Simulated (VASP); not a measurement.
## VASP 6.6.1 run: GaN

INCAR

```
GGA = PE
SIGMA = 0.02
NSW = 0
NELM = 120
NBANDS = 16
ISMEAR = -1
ISIF = 2
LWAVE = .FALSE.
ENCUT = 520
IBRION = -1
NELMIN = 8
LASPH = .TRUE.
EDIFF = 1E-7
LREAL = .FALSE.
PREC = Accurate
LCHARG = .FALSE.
```

KPOINTS

```
KPOINTS created by Atomic Simulation Environment
0
Gamma
3 3 3
0 0 0
```

POSCAR

```
Ga N
 1.0000000000000000
     0.0000000000000000    2.1506855389999999    2.0694121833999999
     2.1506855389999999    0.0000000000000000    2.0694121833999999
     2.1506855389999999    2.1506855389999999    0.0000000000000000
 Ga  N
   1   1
Cartesian
  0.0000000000000000  0.0000000000000000  0.0000000000000000
  2.1506855389999995  2.1506855389999995  2.0694121833999994
```

The recommended PBE PAW datasets give the neutral cell 18 valence electrons.

Command

```
mpirun -np 1 vasp_std
```

**Question.** Predict the outcome of this run.

**Answer.** It converged. Results: gap between bands v and c on the k mesh 2.25 eV; least direct gap on the k mesh 2.37 eV; pressure 4.0 GPa. Band v is the last that the valence electrons fill when counted band by band, and c is the next.

OSZICAR

```
N       E                     dE             d eps       ncg     rms          rms(c)
DAV:   1     0.758944280433E+02    0.75894E+02   -0.90583E+03   224   0.205E+03
DAV:   2    -0.795298336103E+01   -0.83847E+02   -0.78789E+02   216   0.325E+02
DAV:   3    -0.127325698737E+02   -0.47796E+01   -0.47606E+01   208   0.647E+01
DAV:   4    -0.127814643059E+02   -0.48894E-01   -0.48890E-01   248   0.711E+00
DAV:   5    -0.127819603081E+02   -0.49600E-03   -0.49600E-03   256   0.639E-01    0.774E+00
DAV:   6    -0.106904636580E+02    0.20915E+01   -0.45983E+00   272   0.413E+01    0.240E+00
DAV:   7    -0.106809696751E+02    0.94940E-02   -0.28528E-01   232   0.496E+00    0.165E+00
DAV:   8    -0.106680824931E+02    0.12887E-01   -0.31448E-02   232   0.238E+00    0.453E-01
DAV:   9    -0.106662272132E+02    0.18553E-02   -0.63404E-03   224   0.194E+00    0.917E-02
DAV:  10    -0.106662838373E+02   -0.56624E-04   -0.42737E-04   224   0.216E-01    0.111E-02
DAV:  11    -0.106662887268E+02   -0.48895E-05   -0.22034E-05   224   0.520E-02    0.836E-03
DAV:  12    -0.106662911692E+02   -0.24424E-05   -0.15402E-06   224   0.217E-02    0.270E-03
DAV:  13    -0.106662910706E+02    0.98547E-07   -0.26385E-07   216   0.456E-03
   1 F= -.10666291E+02 E0= -.10666291E+02  d E =-.190854E-11
```

Standard output (part)

```
POSCAR found type information on POSCAR GaN
 POSCAR found :  2 types and       2 ions
 LDA part: xc-table for (Slater+PW92), standard interpolation
 POSCAR, INCAR and KPOINTS ok, starting setup
 WAVECAR not read
 entering main loop
```

These settings aren't sound, so the numbers aren't properties of the crystal.

On sound settings PBE gives a gap of 0.28 eV on its mesh and a pressure of 4.6 GPa for the intended cell.
